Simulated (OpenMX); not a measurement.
Crystal: P.

```
P
1.0
     1.64774   -5.46504    0.00000
     1.64774    5.46504    0.00000
     0.00000    0.00000    4.54364
P
4
Direct
  0.90414 0.09586 0.58882
  0.09586 0.90414 0.41118
  0.59586 0.40414 0.08882
  0.40414 0.59586 0.91118
```

Base run:

| Item | Value |
| --- | --- |
| Program | OpenMX 3.8.5 |
| Functional | PBE |
| Potentials or basis | OpenMX 2013 PBE set, P7.0-s2p2d1, grid cutoff 300 Ry |
| k mesh | 7 × 7 × 5 |
| Occupations | fermi-dirac, width 0.05 eV |
| Spin | no spin polarisation |

Its results: band gap on the k mesh 0.31 eV, direct; pressure 5.3 GPa; largest force 1.102 eV/Å.

Task: The run is repeated on the same cell with these changes: potentials or basis from OpenMX 2013 PBE set, P7.0-s2p2d1, grid cutoff 300 Ry to OpenMX 2013 PBE set, P7.0-s2p2d1f1, grid cutoff 300 Ry. What comes out?

Result: Band gap on the k mesh 0.27 eV, direct; pressure 3.4 GPa; largest force 0.770 eV/Å.

Caveats: the mesh misses the band edges, which the band path finds closer together; the basis of atomic orbitals isn't converged, which shifts pressures, moduli and gaps; forces of over 1 eV/Å show positions far from the minimum, so gaps and moduli don't describe the material at rest (some runs).
